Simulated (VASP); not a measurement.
Runs of VASP 6.6.1 on MgO. It takes space group P6_3/mmc (No. 194, hexagonal). The conventional cell has a = 3.521 Å, b = 3.521 Å, c = 4.239 Å, α = 90.00°, β = 90.00°, γ = 120.00°. Mg (site symmetry -6m2) has 5 O at 2.03 to 2.12 Å as nearest neighbours. O (site symmetry -6m2) is surrounded by 5 Mg at 2.03 to 2.12 Å. The cell was built by a generator and needn't be a form met in nature.

```tsv
task	level	cell	cutoff (eV)	gap on the mesh (eV)	pressure (GPa)	relaxed volume (Å³/atom)
single point	PBE	P6_3/mmc, 11.37 Å³/atom	520	3.26	(c)	-
relaxation of cell and atoms	PBE	relaxed	600	(b)	0.0	11.33
single point	r2SCAN	P6_3/mmc, 11.0 Å³/atom	520	4.08	-0.8	-
relaxation of cell and atoms	r2SCAN	relaxed	600	(a)	0.0	10.92
```

Alike in all rows: potentials or basis VASP PAW PBE potentials, release 64 (Mg, O); no spin polarisation; k mesh 12 × 12 × 6; smearing fermi-dirac 0.02 eV.

Task: Fill in the values left out.

Result: (a) 4.12; (b) 3.28; (c) -0.5.

Caveats: the PAW data sets were made with another functional, which shifts forces and pressure a little (some runs); the volume moved by over 15 % at a fixed basis, so the end points are rough (some runs).

A k mesh can miss the band edges.
